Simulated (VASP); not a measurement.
# LiCl: G0W0, by functional

LiCl, Fm-3m (no. 225), 2 atoms in the cell.

| Functional | Quasiparticle gap on the mesh (eV) | Gap of the starting point on the mesh (eV) | Quasiparticle gap at the zone centre (eV) | Starting gap at the zone centre (eV) | Correction of the gap between the band edges on the mesh (eV) | Time (s) |
|---|---|---|---|---|---|---|
| LDA | 8.80 | 5.99 | 8.80 | 5.99 | 2.81 | 48 |
| PBE | 8.96 | 6.32 | 8.96 | 6.32 | 2.64 | 43 |
| PBEsol | 8.88 | 6.12 | 8.88 | 6.12 | 2.76 | 42 |
| HSE06 | 9.58 | 7.74 | 9.58 | 7.74 | 1.84 | 112 |
| PBE0 | 9.84 | 8.46 | 9.84 | 8.46 | 1.38 | 104 |
| HF | 11.68 | 15.30 | 11.68 | 15.30 | -3.62 | 104 |

Limits: the mesh is coarse: the screening isn't converged, and the gap may still move by about 0.1 eV.

## Input of the first row

INCAR.step1:
```
PREC = Accurate
ENCUT = 300
ISMEAR = 0
SIGMA = 0.05
LASPH = True
LREAL = False
GGA = CA
ALGO = Normal
EDIFF = 1E-8
NELM = 150
LWAVE = True
LCHARG = False
KPAR = 4
```

INCAR.step2, as INCAR.step1 but for:
```
- ALGO = Normal
- NELM = 150
+ ALGO = Exact
+ NELM = 1
+ ISTART = 1
+ NBANDS = 220
+ LOPTICS = True
```

INCAR.step3:
```
PREC = Accurate
ENCUT = 300
ISMEAR = 0
SIGMA = 0.05
LASPH = True
LREAL = False
GGA = CA
ALGO = EVGW0
NBANDS = 220
NBANDSGW = 8
ENCUTGW = 200
NOMEGA = 48
PRECFOCK = Fast
ISTART = 1
LWAVE = False
LCHARG = False
NELMGW = 1
KPAR = 4
```

KPOINTS:
```
k-points
0
Gamma
  4 4 4
```

POSCAR:
```
LiCl
1.0
    0.0000000000      2.5647700000      2.5647700000
    2.5647700000      0.0000000000      2.5647700000
    2.5647700000      2.5647700000      0.0000000000
Cl Li
1 1
Direct
    0.5000000000      0.5000000000      0.5000000000
    0.0000000000      0.0000000000      0.0000000000
```

Commands (each step's output is kept before the next begins):
```
cat potpaw_LDA.64/Cl_GW/POTCAR potpaw_LDA.64/Li_GW/POTCAR > POTCAR
cp INCAR.step1 INCAR
mpirun -np 4 vasp_std > vasp.out
cp INCAR.step2 INCAR
mpirun -np 4 vasp_std > vasp.out
cp INCAR.step3 INCAR
mpirun -np 4 vasp_std > vasp.out
```

Changes of row 3 against the first:
```
(all steps)
- GGA = CA
+ GGA = PS
- cat potpaw_LDA.64/Cl_GW/POTCAR potpaw_LDA.64/Li_GW/POTCAR > POTCAR
+ cat potpaw_PBE.64/Cl_GW/POTCAR potpaw_PBE.64/Li_GW/POTCAR > POTCAR
```

VASP 6.6.1 took 48 s on 4 cores (AMD EPYC 7R43 (Zen 3)), a shared host.
